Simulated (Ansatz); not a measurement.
**Formation energy of BaTe (zincblende structure)**

The computed numbers are results of PBE, scalar-relativistic (no spin polarisation) in the plane-wave PAW code Ansatz at 420 eV, Γ-centred 8×8×8 mesh, 0.05 eV Gaussian smearing; PAW files: Ansatz's generated set soft_2.

This is a trial structure: the heavier alkaline earths' oxides and chalcogenides take the rock-salt structure.

The structure is cubic, space group F-43m (No. 216). The conventional cell has a = 7.829 Å, b = 7.829 Å, c = 7.829 Å, α = 90.00°, β = 90.00°, γ = 90.00°. Ba (site symmetry -43m) has 4 Te at 3.39 Å as nearest neighbours. Te (site symmetry -43m) has 4 Ba at 3.39 Å as nearest neighbours. (Shells end 15 % past the nearest neighbour.)

The elements were computed in their standard states with the same datasets, cutoff and functional. Total energies depend on the potentials used, so only differences within one code and one set of settings carry meaning.

Energy of the relaxed cell (2 atoms, smearing extrapolated to zero): -12932.596 eV. Elements, in eV/atom: Ba -5949.540, Te -6979.958.

Q: What is the formation energy?

A: [-12932.596 − (1 × -5949.540 + 1 × -6979.958)] / 2 = -1.55 eV/atom, or -149 kJ per mole of atoms.

The value is for 0 K, without zero-point energy. A negative value shows stability against the elements alone, not against other compounds or structures.

Bader charges against formal ones: Ba +1.37 (+2), Te −1.37 (−2). The cations give up 69 % of the formal charge; Bader charges stay under formal ones because the anions' density reaches into the cations' basins.

Formal charges Ba²⁺, Te²⁻ balance and leave closed shells on every ion, so a band insulator is expected, and the gap is 2.57 eV.

Semilocal functionals underestimate band gaps, commonly by a third or more. No spin–orbit coupling, a notable omission for heavy elements.
